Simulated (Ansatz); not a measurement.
The cell comes from COD entry 9012192, which wasn't checked; take it as a given geometry. The listed cell was then made from it by scaling, straining or moving an atom.

An input for WS$_{2}$: DFT, LDA, PAW with Ansatz's default frozen-core files, scalar-relativistic (Ansatz 0.2.0). The PAW files were made with PBE; their cores are remade for this functional.

Command: `ansatz run input.yaml --threads 1 --pin off --max-ram 6144MiB --backend cpu --events-out ev --progress --plain --runs-dir out` The run took 21 s on 1 thread of Arm Neoverse V2, with other jobs on the host, peak memory 0.53 GiB.

```yaml
crystal:
  lattice:
    - [1.5842462713, 0.9146650112, 6.1838063298]
    - [-1.5842462713, 0.9146650112, 6.1838063298]
    - [0.0, -1.8293300223, 6.1838063298]
  atoms:
    - { symbol: W, position: [0.0, 0.0, 0.0] }
    - { symbol: S, position: [0.7503, 0.7503, 0.7503] }
    - { symbol: S, position: [0.581, 0.581, 0.581] }
kpoints:
  mp_grid: { grid: [13, 13, 13] }
scf:
  occupations: { method: fermi_dirac, width: 0.08 }
hamiltonian:
  xc: lda
  pseudopotentials: { kind: paw }
output:
  forces: true
  stress: true
  eigenvalues: true
  efg: { contact_densities: true }
```

The results part of the log:

```
SCF 1 converged in 8 iterations: F = -11871.650914 eV  dr2 = 3.22e-8
  greatest PAW one-centre occupation: 1.000 electrons in one spin orbital (limit 2), on the W atom at site 0 (counted from 0), in its partial waves of l = 0
SCF converged after 8 iterations
Free energy (F): -11871.650914 eV
Harris-Foulkes:  -11871.650914 eV  (|F-HF|=2.22e-8)
Internal energy: -11871.650875 eV  (E = F + TS)
E sigma→0 (E₀):  -11871.650894 eV
Entropy (-TS):   -0.000038 eV (-0.013 meV/atom)
Fermi energy:    11.718995 eV
--- Per-component energies (eV) ---
  E_band       = -196.683795
  E_kinetic    = 667.044367
  E_local      = -1772.871393  (includes V_loc(G=0)·N_el)
  E_nonlocal   = 65.155510
  E_hartree    = 700.571126
  E_xc         = -458.590982
  E_vxc        = -415.746475  (∫ρ·V_xc dr)
  E_paw        = -9447.271937  (= ΣΔE_a)
  E_vpaw       = -141.405128  (= ΣTr[D̂ρ^β])
  E_aug_tail   = -0.000066  (compensation charges beyond the density's cutoff)
  E_ewald      = -1626.277048
  E_core_change = 0.589548  (= ΣΔE_core)
  E_smearing   = -0.000038  (= −TS)
  E_closure    = 0.000000  (closes the sum)
  Σ components = -11871.650914   (vs F -11871.650914, Δ=0.00e0)
--- Forces (eV/Å), atoms counted from 1 ---
  atom   1  W      0.00000000    -0.00000000    -0.57103692
  atom   2  S     -0.00000000    -0.00000000    -0.15765753
  atom   3  S     -0.00000000     0.00000000     0.72868289
  max |Σ_I F_I| component: 1.16e-5 eV/Å
--- Stress (GPa, compression-positive) ---
       -5.329093       0.000000       0.000000
        0.000000      -5.329093       0.000000
        0.000000       0.000000      -5.005541
  P = ⅓ Tr σ = -5.2212 GPa (-52.212 kbar)
--- PAW observables at the nuclei: V_zz in 10²¹ V/m², potentials from the cell's mean, atoms counted from 1 ---
  atom   1  W  V_zz =   -17.348654   η = 0.0000   by run symmetry: allowed
            electrostatic potential = -14806.058903 V   contact ρ = 8788642.232594 e/Å³
  atom   2  S  V_zz =    -4.894026   η = 0.0000   by run symmetry: allowed
            electrostatic potential = -1638.607645 V   contact ρ = 19606.996575 e/Å³
  atom   3  S  V_zz =    -4.116014   η = 0.0000   by run symmetry: allowed
            electrostatic potential = -1638.577574 V   contact ρ = 19607.564329 e/Å³
--- Band table (eV; the first three rows and the last of 231) ---
  k-point 0: bands = ["-63.2520", "-27.5366", "-27.3586", "-27.3586", "-4.2214", "-2.2425", "3.7156", "7.8095", "7.8095", "9.0436", "9.0436", "9.7851", "10.0970", "13.4640", "13.4640", "13.8119", "13.8119"]
  k-point 1: bands = ["-63.2510", "-27.5329", "-27.3793", "-27.3634", "-4.1202", "-2.2134", "3.8411", "7.5523", "7.9083", "8.6471", "8.8851", "9.8728", "10.1789", "13.3480", "13.5493", "13.5860", "13.7854"]
  k-point 2: bands = ["-63.2482", "-27.5226", "-27.4361", "-27.3767", "-3.8289", "-2.1293", "4.1887", "6.9358", "7.9399", "8.1753", "8.5160", "9.8149", "10.1425", "12.8505", "13.4848", "13.5853", "14.1116"]
  k-point 230: bands = ["-63.2510", "-27.5330", "-27.3793", "-27.3634", "-3.8965", "-2.6307", "4.8833", "7.3143", "7.5393", "7.8912", "8.9187", "9.0875", "11.1257", "13.4575", "13.5387", "13.6013", "13.7924"]
```
